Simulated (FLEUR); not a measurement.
Crystal: CdTe.

```
CELL_PARAMETERS angstrom
0.00000 3.20500 3.20500
3.20500 0.00000 3.20500
3.20500 3.20500 0.00000
ATOMIC_POSITIONS crystal
Te 0.75000 0.75000 0.75000
Cd 0.00000 0.00000 0.00000
```

* Program: FLEUR MaX-R8.1 (later development tree)
* Task: single point
* Functional: PBE
* Potentials or basis: all-electron
* Basis: FLAPW
* Kmax: 3.8 1/bohr
* k mesh: 7 × 7 × 7
* Occupations: fermi-dirac, width 0.05 eV
* Spin: no spin polarisation
* Gmax: 11.8 1/bohr
* Muffin-tin radii: Te 2.23, Cd 2.48 bohr
* lmax: Te 9, Cd 10
* Local orbitals a species: Te 6, Cd 5
* Max iterations: 60
* Mixing factor: 0.05
* Mixer: Anderson
* Mixer history: 15
* Density convergence: 1e-05 me/bohr^3

On this cell: largest force zero by symmetry; band gap on the k mesh 0.87 eV, direct.

The same run follows on a disturbed copy (atoms moved at random, drawn with an rms of 0.05 Å):

```xyz
2
Lattice="0.0000 3.2050 3.2050 3.2050 0.0000 3.2050 3.2050 3.2050 0.0000" Properties=species:S:1:pos:R:3 pbc="T T T"
Te    4.7823    4.7885    4.7565
Cd   -0.0187   -0.0085    0.0216
```

Problem. What does the disturbed cell give?

Solution. The energy moves by +7.1 meV/atom; largest force 0.383 eV/Å; band gap on the k mesh 0.82 eV, direct.

Forces on the atoms (eV/Å):
```
Te   0.021  0.047  0.379
Cd  -0.021 -0.047 -0.379
```

Caveats: spin-orbit coupling is left out, which moves the levels of the heavy elements.

